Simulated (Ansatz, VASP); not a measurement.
## One calculation of Sb, two programs

The input INCAR:

```
SYSTEM = Sb
ALGO = Fast ; EDIFF = 1E-7
EDIFFG = -0.01 ; ENCUT = 600
IBRION = 2 ; ISIF = 3
ISMEAR = -1 ; LASPH = .TRUE.
LCHARG = .FALSE. ; LREAL = .FALSE.
LWAVE = .FALSE. ; NELM = 60
NSW = 60 ; PREC = Accurate
SIGMA = 0.05
```

Contents of KPOINTS:

```
k-points
0
G
  8 8 8
  0 0 0
```

File POSCAR:

```
Sb
1.0
    3.1600000000      0.0000000000      0.0000000000
    0.0000000000      3.1600000000      0.0000000000
    0.0000000000      0.0000000000      3.1600000000
Sb
1
Direct
    0.0000000000      0.0000000000      0.0000000000
```

Contents of input.yaml:

```yaml
crystal:
  lattice:
    - [3.16, 0.0, 0.0]
    - [0.0, 3.16, 0.0]
    - [0.0, 0.0, 3.16]
  atoms:
    - { symbol: Sb, position: [0.0, 0.0, 0.0] }
hamiltonian:
  xc: lda
  pseudopotentials: { kind: paw }
kpoints:
  mp_grid: { grid: [8, 8, 8] }
scf:
  occupations: { method: fermi_dirac, width: 0.05 }
output:
  forces: true
  stress: true
  eigenvalues: true
relax:
  f_tol: 0.01
  max_steps: 40
  cell: { stress_tol: 0.05 }
```

This isn't the form of Sb at room conditions, which is rhombohedral.

Alike in both runs: task relaxation of cell and atoms; functional LDA; k mesh 8 × 8 × 8; occupations fermi-dirac, width 0.05 eV; no spin polarisation.

```csv
,VASP,Ansatz
version,VASP 6.6.1,Ansatz 0.2.0
potentials or method,"VASP PAW LDA potentials, release 64 (Sb)",Ansatz PAW
plane-wave cutoff (eV),600,420
valence electrons in the cell,5,15
```

Ansatz gave:

* gap on the k mesh at the Fermi level, each at its own relaxed structure (eV): none
* relaxed volume (Å³/atom): 28.34
* relaxed cell length with the largest relative difference (Å): 3.049
* energy change over the relaxation (meV/atom): -64

What did VASP give for the same quantities?

gap on the k mesh at the Fermi level, each at its own relaxed structure (eV): none; relaxed volume (Å³/atom): 28.44; relaxed cell length with the largest relative difference (Å): 3.052; energy change over the relaxation (meV/atom): -60.

A gap of «none» marks a metal or a gap that the smearing closes. The two sets of potentials don't hold the same shells in valence.

Caveats: the plane-wave basis is chosen anew once the cell has moved, so the energies of steps on either side of that aren't comparable (Ansatz); the volume moved by -10 % from the deposited cell, more than functionals usually miss (Ansatz); the PAW data sets come from PBE, with cores solved anew for the run's functional, which leaves a small shift of forces and pressure (Ansatz). The runs have no spin-orbit coupling, so splittings on Sb are missing. LDA usually gives volumes a few per cent too small. Zero-point motion and thermal expansion aren't in these numbers.
